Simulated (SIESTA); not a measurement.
# BaZrO3 in SIESTA: the effect of functional

Crystal: BaZrO3.

```xyz
5
Lattice="4.1913 0.0000 0.0000 0.0000 4.1913 0.0000 0.0000 0.0000 4.1913" Properties=species:S:1:pos:R:3 pbc="T T T"
Ba    0.0000    0.0000    0.0000
Zr    2.0957    2.0957    2.0957
O     2.0957    2.0957    0.0000
O     2.0957    0.0000    2.0957
O     0.0000    2.0957    2.0957
```

Alike in all runs:

* Program: SIESTA 5.4.2
* Task: band structure
* Basis: DZP (energy shift 0.003 Ry; two zetas on semicore shells; d shell added on Ba)
* Grid cutoff: 800 Ry
* Energy shift: 0.003 Ry
* k mesh: 6 × 6 × 6
* Occupations: fermi-dirac, width 0.05 eV
* Spin: no spin polarisation

Task: One run gave: gap on the mesh 2.94 eV; pressure 1.7 GPa. Which functional did it use?
A. AM05
B. vdW-DF-cx
C. PBEsol
D. LDA
E. BLYP

Result: C.

```tsv
functional	potentials or basis	gap on the mesh (eV)	pressure (GPa)
PBEsol	PseudoDojo 0.4 standard (PBEsol files)	2.94	1.7
AM05	PseudoDojo 0.4 standard (PBEsol files)	2.95	2.5
BLYP	PseudoDojo 0.4 standard (PBE files)	3.09	12.6
vdW-DF-cx	PseudoDojo 0.4 standard (PBE files)	2.99	2.9
LDA	PseudoDojo 0.4 standard (LDA files)	2.92	-2.2
```

Caveats: this set's barium file shifts pressures by up to 1 GPa against other sets; spin-orbit coupling is left out, which moves the levels of the heavy elements; the basis of atomic orbitals isn't converged, which shifts pressures, moduli and gaps; the potentials were made for another functional, which shifts forces and pressure (some runs).

A k mesh can miss the band edges.

Not every run made on this cell is shown here.
